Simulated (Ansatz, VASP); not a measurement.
# Zr (linear Zr chain): VASP beside Ansatz

Wanted: the spread between two codes on one cell, functional and k mesh. The structure shown is the end of the Ansatz relaxation below. Other levels of theory on this material are compared in a session of their own.

Program: Ansatz 0.2.0. Level of theory: plane waves, with VASP 6.6.1 beside it; LDA. Results are calculated unless marked as measured.

In doubt: too few empty bands were carried, so the values of those runs are not to be relied on.

**1. The starting structure**

The cell holds 2 atoms: 2 Zr. Cell: a = 7.500 Å, b = 7.500 Å, c = 4.941 Å, α = 90.0°, β = 90.0°, γ = 90.0°. Vacuum lies along a and b. The structure's axis is c.

As a file:

```cif
data_structure
_symmetry_space_group_name_H-M 'P 1'
_symmetry_Int_Tables_number 1
_cell_length_a 7.5000
_cell_length_b 7.5000
_cell_length_c 4.9414
_cell_angle_alpha 90.000
_cell_angle_beta 90.000
_cell_angle_gamma 90.000
_cell_volume 277.95
loop_
_atom_site_label
_atom_site_type_symbol
_atom_site_fract_x
_atom_site_fract_y
_atom_site_fract_z
_atom_site_occupancy
Zr1 Zr 0.50000 0.50000 0.00000 1
Zr2 Zr 0.50000 0.50000 0.50000 1
```

**2. Ansatz: relaxation, LDA**

Ansatz runs on its default PAW (the set named soft_2) files.

This run makes the geometry at which the two programs are then compared.

input.yaml

```yaml
crystal:
  lattice:
    - [7.5, 0.0, 0.0]
    - [0.0, 7.5, 0.0]
    - [0.0, 0.0, 6.65]
  atoms:
    - { symbol: Zr, position: [0.5, 0.5, 0.0], spin: 1.0 }
    - { symbol: Zr, position: [0.5, 0.5, 0.5], spin: -1.0 }
magnetization:
  spin_polarized: true
kpoints:
  mp_grid: { grid: [1, 1, 13] }
scf:
  occupations: { method: fermi_dirac, width: 0.05 }
hamiltonian:
  xc: lda
relax:
  cell: { fix: [a, b, alpha, beta, gamma] }
  max_steps: 60
```

On the command line:

```
ansatz run input.yaml --threads 4 --pin off --max-ram 8192MiB --backend cpu --events-out ev --progress --plain --runs-dir out
```

Numbers of over 12 decimals in the logs are rounded to 6 here.

Output:

```text
Engine: ansatz 0.2.0, aarch64-unknown-linux-gnu
Pseudopotentials: kind: paw
Pseudopotential: Zr, paw, valence charge 12, recommended cutoff 420 eV (normal), Zr.paw.azcp
Functional definition: SPW92
  exchange = slater_x
  correlation = pw_c
Crystal: 2 atoms, lattice volume = 374.062 Å³
Basis set: ecut = 420 eV, 7343 PW (Γ)
Bands: 17, of which v1, the nominal top of the filled ones, is band 12 counted from 1 (11 counted from 0)
Symmetry: 16 space group operations
Space group: P4/mmm (ITA 123), of the structure as read, at distance tolerance 7.2e-5 Å
Magnetic group: BNS 123.348 (UNI 1008), of the structure as read, at distance tolerance 7.2e-5 Å
k-points: 7 of 13
Non-local potential: Zr, projectors of the file, l = 0: 3, l = 1: 2, l = 2: 2, l = 3: 2
PAW form: soft (Blöchl's): semilocal exchange-correlation on the pseudo side does not see the compensation charge
PAW frozen core: Zr, regenerated for the run's functional, and the local potential with it (the file was generated under x = pbe(κ = 0.804, μ = 0.219515), c = pbe(β = 0.066725))
PAW one-centre angular grid: Zr, 590 points (default); XC on 64 Gauss nodes
Initial density: superposition of atomic densities (neutral atoms: chi_scale 0, normalization atom)
Starting moments: Σ|m| = 2 μB on 2 of 2 sites
Starting magnetic order: antiferromagnet; a translation exchanges its spin sublattices: spin-degenerate at every k-point
Initial wavefunctions: pseudopotential atomic-orbital guess
Functional: x = slater, c = lda
the translation (0, 0, 0.5) carries every atom to within crystal.symmetry.tolerance of an atom of its element with the starting moment reversed, but both spin channels are solved: the dense FFT box has an odd point count along it
SCF iter   1: F=—  HF=-8144.271943 eV  |F-HF|=—  |Δ(HF+E_count)|=         —  Δρ=1.07e-2 (↑1.07e-2 ↓1.07e-2)  dr2=3.16e0  dr2_m=2.46e-2  M=0.000 μB ∫|m|=1.844 μB  β_m=0.30  ethr=3.10e-3  ⟨swp⟩=5.3  Hψ=1061  notcnv=0
Mixer restart at iter 1: flushing history
preconditioner: auto → LDOS  [metal: Δε(μ)=0.122 eV  Ē_g=1.321 eV  σ=0.050 eV  W_gap=0.46  n_scr=30 (ndim 8)  ℏωp=5.4 eV  f_vac=0.511  D(μ)=12.21/eV (n_scr^D=84)]
spin=Collinear: LDOS preconditioning applied to the charge; magnetization (m = ρ↑ − ρ↓) channel mixes plain (no charge-response kernel on spin).
SCF iter   2: F=—  HF=-8144.189586 eV  |F-HF|=—  |Δ(HF+E_count)|=   8.24e-2  Δρ=6.06e-3 (↑6.03e-3 ↓6.06e-3)  dr2=1.16e0  dr2_m=7.45e-3  M=0.000 μB ∫|m|=1.878 μB  β_m=0.50  ethr=3.10e-3  ⟨swp⟩=2.3  Hψ=400  notcnv=0
SCF iter   3: F=—  HF=-8144.145553 eV  |F-HF|=—  |Δ(HF+E_count)|=   4.40e-2  Δρ=1.99e-3 (↑1.99e-3 ↓1.97e-3)  dr2=4.91e-2  dr2_m=3.86e-3  M=0.002 μB ∫|m|=2.015 μB  β_m=0.75  ethr=3.10e-3  ⟨swp⟩=2.1  Hψ=378  notcnv=0
SCF iter   4: F=—  HF=-8144.162429 eV  |F-HF|=—  |Δ(HF+E_count)|=         —  Δρ=1.15e-3 (↑1.14e-3 ↓1.15e-3)  dr2=5.32e-3  dr2_m=2.97e-3  M=-0.001 μB ∫|m|=2.255 μB  β_m=0.75  ethr=2.04e-4  ⟨swp⟩=2.0  Hψ=364  notcnv=0
Mixer restart at iter 4: flushing history
SCF iter   5: F=—  HF=-8144.167393 eV  |F-HF|=—  |Δ(HF+E_count)|=   4.96e-3  Δρ=8.11e-4 (↑8.08e-4 ↓8.11e-4)  dr2=3.43e-3  dr2_m=1.58e-3  M=0.002 μB ∫|m|=2.352 μB  β_m=0.88  ethr=2.21e-5  ⟨swp⟩=2.6  Hψ=414  notcnv=0
SCF iter   6: F=—  HF=-8144.169911 eV  |F-HF|=—  |Δ(HF+E_count)|=   2.52e-3  Δρ=4.55e-4 (↑4.50e-4 ↓4.55e-4)  dr2=1.30e-3  dr2_m=3.96e-4  M=-0.002 μB ∫|m|=2.461 μB  β_m=0.86  ethr=1.43e-5  ⟨swp⟩=3.0  Hψ=476  notcnv=0
SCF iter   7: F=—  HF=-8144.170759 eV  |F-HF|=—  |Δ(HF+E_count)|=   8.48e-4  Δρ=1.67e-4 (↑1.09e-4 ↓1.67e-4)  dr2=1.82e-4  dr2_m=3.68e-5  M=0.004 μB ∫|m|=2.572 μB  β_m=0.90  ethr=5.40e-6  ⟨swp⟩=2.0  Hψ=444  notcnv=0
SCF iter   8: F=—  HF=-8144.170835 eV  |F-HF|=—  |Δ(HF+E_count)|=   7.61e-5  Δρ=8.18e-5 (↑8.18e-5 ↓4.18e-5)  dr2=7.67e-5  dr2_m=4.01e-6  M=-0.003 μB ∫|m|=2.562 μB  β_m=0.78  ethr=7.57e-7  ⟨swp⟩=2.4  Hψ=425  notcnv=0
[...]
basis re-selected at this cell: Δ(F+E_penalty+E_count) = +2.712e-2 eV, ΔP = +0.019 GPa vs the last step. This SCF's site moments differ from that step's: atom 1 holds -3.95e-9 μB where the step held -0.293 μB (atoms counted from 0, in the order in which the result lists its site moments). If the relaxation goes on, it goes on in the state that this SCF holds. The dense FFT grid was sized anew with the basis: this SCF [...]
Crystal: 2 atoms, lattice volume = 277.951 Å³
[...]
preconditioner: auto → LDOS  [metal: Δε(μ)=0.021 eV  Ē_g=1.990 eV  σ=0.050 eV  W_gap=0.11  n_scr=10 (ndim 8)  ℏωp=6.3 eV  f_vac=0.538  D(μ)=11.98/eV (n_scr^D=96)]
spin=Collinear: LDOS preconditioning applied to the charge; magnetization (m = ρ↑ − ρ↓) channel mixes plain (no charge-response kernel on spin).
[...]
SCF iter   5: F=—  HF=-8146.914718 eV  |F-HF|=—  |Δ(HF+E_count)|=   7.50e-7  Δρ=1.24e-6 (↑1.24e-6 ↓1.24e-6)  dr2=3.16e-8  dr2_m=4.70e-10  M=0.000 μB ∫|m|=0.000 μB  β_m=0.22  ethr=3.50e-10  ⟨swp⟩=2.4  Hψ=206  notcnv=0
SCF iter   6: F=—  HF=-8146.914718 eV  |F-HF|=—  |Δ(HF+E_count)|=   5.12e-8  Δρ=1.03e-6 (↑1.03e-6 ↓1.03e-6)  dr2=9.34e-9  dr2_m=6.36e-10  M=0.000 μB ∫|m|=0.000 μB  β_m=0.18  ethr=1.32e-10  ⟨swp⟩=2.0  Hψ=148  notcnv=0
SCF iter   7: F=—  HF=-8146.914718 eV  |F-HF|=—  |Δ(HF+E_count)|=   4.54e-8  Δρ=5.88e-7 (↑5.88e-7 ↓5.88e-7)  dr2=2.53e-9  dr2_m=7.94e-11  M=0.000 μB ∫|m|=0.000 μB  β_m=0.59  ethr=3.89e-11  ⟨swp⟩=1.0  Hψ=119  notcnv=0
SCF iter   8: F=-8146.914718 eV  HF=-8146.914718 eV  |F-HF|=9.82e-11  |Δ(HF+E_count)|=   1.57e-8  Δρ=2.34e-7 (↑2.34e-7 ↓2.34e-7)  dr2=2.50e-10  dr2_m=1.19e-11  M=0.000 μB ∫|m|=0.000 μB  ethr=1.05e-11  ⟨swp⟩=1.9  Hψ=421  notcnv=0
the starting moments were not kept: the SCF closed with an absolute magnetisation of 3.6e-6 μB, where they sum to 2 μB in size (2 sites). That is at most 0.1 of that sum. Measured as dr2_m measures the in/out step, that magnetisation stands 1.9e-12 eV from none, at or under the dr2_threshold of 6.4e-9 eV: it is no larger than a step whose dr2_m would equal this threshold.
SCF 9 converged in 8 iterations: F = -8146.914718 eV  dr2 = 2.50e-10
relax step   9: F+E_penalty+E_count = -8146.91471822 eV  Δ(F+E_penalty+E_count) = -3.580e-5 eV  max|allowed force component| = 0.000e0 eV/Å  Δτ_max = 0.0000 Å  P = -0.360 GPa  Ω = 277.951 Å³  energy of the carried Pulay correction = -6.792e-6 eV  fix = [a, b, alpha, beta, gamma]  reactions: a -0.546, b -0.546 GPa  (8 SCF iters, dr2 threshold 6.45e-9 eV, accepted)
iter 1 solved again at ethr=1.76e-7 eV; its pass at ethr=3.10e-3 eV (dr2=4.23e-5 eV) is discarded
SCF iter   1: F=—  HF=-8146.914887 eV  |F-HF|=—  |Δ(HF+E_count)|=         —  Δρ=4.67e-7 (↑4.67e-7 ↓4.67e-7)  dr2=6.57e-10  dr2_m=1.19e-11  M=0.000 μB ∫|m|=0.000 μB  β_m=0.65  ethr=1.76e-7  ⟨swp⟩=4.0  Hψ=937  notcnv=0
eigensolver tolerance schedule: the retry pair's looser diagonalisation over-reported the residual by 64454.00 of it (diagonalisation noise at an unbounded share of the residual, at the tolerance the schedule requests for it); recorded, not acted on — ethr = c·dr2/N_el stays at c = 1.0e-1
preconditioner: auto → LDOS  [metal: Δε(μ)=0.022 eV  Ē_g=1.990 eV  σ=0.050 eV  W_gap=0.11  n_scr=10 (ndim 8)  ℏωp=6.3 eV  f_vac=0.538  D(μ)=12.00/eV (n_scr^D=96)]
spin=Collinear: LDOS preconditioning applied to the charge; magnetization (m = ρ↑ − ρ↓) channel mixes plain (no charge-response kernel on spin).
SCF iter   2: F=—  HF=-8146.914731 eV  |F-HF|=—  |Δ(HF+E_count)|=   1.56e-4  Δρ=2.34e-7 (↑2.34e-7 ↓2.34e-7)  dr2=2.76e-10  dr2_m=4.11e-12  M=0.000 μB ∫|m|=0.000 μB  β_m=0.49  ethr=2.74e-12  ⟨swp⟩=3.6  Hψ=295  notcnv=0
SCF iter   3: F=—  HF=-8146.914731 eV  |F-HF|=—  |Δ(HF+E_count)|=  1.36e-11  Δρ=1.28e-7 (↑1.28e-7 ↓1.28e-7)  dr2=6.50e-11  dr2_m=1.79e-12  M=0.000 μB ∫|m|=0.000 μB  β_m=0.70  ethr=1.15e-12  ⟨swp⟩=1.4  Hψ=153  notcnv=0
SCF iter   4: F=—  HF=-8146.914731 eV  |F-HF|=—  |Δ(HF+E_count)|=  3.64e-11  Δρ=2.61e-8 (↑2.61e-8 ↓2.61e-8)  dr2=5.51e-12  dr2_m=2.40e-14  M=0.000 μB ∫|m|=0.000 μB  β_m=0.78  ethr=1.00e-12  ⟨swp⟩=1.3  Hψ=140  notcnv=0
SCF iter   5: F=-8146.914731 eV  HF=-8146.914731 eV  |F-HF|=3.64e-12  |Δ(HF+E_count)|=  2.73e-12  Δρ=5.09e-9 (↑5.09e-9 ↓5.09e-9)  dr2=5.45e-13  dr2_m=2.65e-15  M=0.000 μB ∫|m|=0.000 μB  ethr=1.00e-12  ⟨swp⟩=4.0  Hψ=468  notcnv=0
the starting moments were not kept: the SCF closed with an absolute magnetisation of 7.0e-8 μB, where they sum to 2 μB in size (2 sites). That is at most 0.1 of that sum. Measured as dr2_m measures the in/out step, that magnetisation stands 6.9e-16 eV from none, at or under the dr2_threshold of 2.0e-11 eV: it is no larger than a step whose dr2_m would equal this threshold.
SCF 10 converged in 5 iterations: F = -8146.914731 eV  dr2 = 5.45e-13
relax step  10: F+E_penalty+E_count = -8146.91473125 eV  Δ(F+E_penalty+E_count) = -1.302e-5 eV  max|allowed force component| = 0.000e0 eV/Å  Δτ_max = 0.0000 Å  P = -0.360 GPa  Ω = 277.951 Å³  fix = [a, b, alpha, beta, gamma]  reactions: a -0.546, b -0.546 GPa  stress off target by 1.15e-2 GPa on what of the cell is left free  SCF on the basis re-selected at this cell (its energy is not comparable with the rows above)  (5 SCF iters)
basis re-selected at this cell: Δ(F+E_penalty+E_count) = -1.302e-5 eV, ΔP = +0.000 GPa vs the last step (what re-selecting the basis moved, of the pressure what is left beyond the Pulay correction that the steps carried, after the strain that the cell walked since its last selection, with what the two solves' SCF thresholds leave and, on support functions, any second-order correction that the steps lacked; it is no measure of the basis error at this ecutwfc). This SCF's stress stands 1.15e-2 GPa from its target on what of the cell is left free (relax.cell.stress_tol is 5.00e-2 GPa) and its largest allowed force component is 0.00e0 eV/Å (relax.f_tol is 1.00e-2 eV/Å): [rest of the remark cut]
SCF converged after 5 iterations
Magnetization: 0.0000 μB (12.0000 up, 12.0000 down)
Absolute magnetization: 0.0000 μB (∫|ρ↑−ρ↓|, with the PAW one-centre terms)
Spin contamination: 0.0000 ħ² per cell (⟨S²⟩ above its minimum at these occupations)
Per-site moments (μB) at R_I (Å): [(2.2789349105050348e-8, 1.019154), (-2.2789349105050348e-8, 1.019154)]
Free energy (F): -8146.914731 eV
Harris-Foulkes:  -8146.914731 eV  (|F-HF|=3.64e-12)
Internal energy: -8146.826088 eV  (E = F + TS)
E sigma→0 (E₀):  -8146.870410 eV
Entropy (-TS):   -0.088643 eV (-44.322 meV/atom)
Fermi energy:    -0.783629 eV
--- Per-component energies (eV) ---
  E_band       = -546.571541
  E_kinetic    = 667.643456
  E_local      = -4044.725456  (includes V_loc(G=0)·N_el)
  E_nonlocal   = 177.262237
  E_hartree    = 1598.341730
  E_xc         = -314.449589
  E_vxc        = -372.891816  (∫ρ·V_xc dr)
  E_paw        = -5701.134723  (= ΣΔE_a)
  E_vpaw       = -170.543416  (= ΣTr[D̂ρ^β])
  E_aug_tail   = 0.000049  (compensation charges beyond the density's cutoff)
  E_ewald      = -530.504593
  E_core_change = 0.740802  (= ΣΔE_core)
  E_smearing   = -0.088643  (= −TS)
  E_closure    = -0.000000  (closes the sum)
  Σ components = -8146.914731   (vs F -8146.914731, Δ=0.00e0)
--- Forces (eV/Å), atoms counted from 1 ---
  atom   1  Zr    -0.00000000    -0.00000000     0.00000000
  atom   2  Zr    -0.00000000    -0.00000000     0.00000000
  max |Σ_I F_I| component: 6.46e-27 eV/Å
--- Stress (GPa, compression-positive) ---
       -0.545650       0.000000       0.000000
        0.000000      -0.545650       0.000000
        0.000000       0.000000       0.011516
  P = ⅓ Tr σ = -0.3599 GPa (-3.599 kbar)
--- Relaxed structure (8 steps of the walk, 8 accepted, 2 SCFs on fresh bases) ---
  F+E_penalty+E_count = -8146.91473125 eV   max|allowed force component| = 0.000e0 eV/Å   (the final SCF, on the basis selected at the relaxed cell)
  cell:  # Å, volume = 277.9512 Å³
    - [7.5, 0.0, 0.0]
    - [0.0, 7.5, 0.0]
    - [0.0, 0.0, 4.941354]
  atoms:
    - { symbol: Zr, position: [0.5, 0.5, 0.0] }
    - { symbol: Zr, position: [0.5, 0.5, 0.5] }
```

Reading the cycles: dr2 is the Hartree energy of the density residual (eV), the measure of convergence; HF is the Harris–Foulkes estimate of the energy, which meets the free energy F at convergence.

[end of part 1 of 2]

[Lines on the potential files, build, host, timing and source positions are cut from VASP's logs without a mark.]

[Logs are printed without paths, hosts, clocks, repeated set-up lines and the standing remarks that a program may print on its own settings, such as how far it seeks lower states.]

[Hosts, paths, dates, database ids (printed as entryN), source tags and the programs' standing remarks are cut or masked in the printed files.]
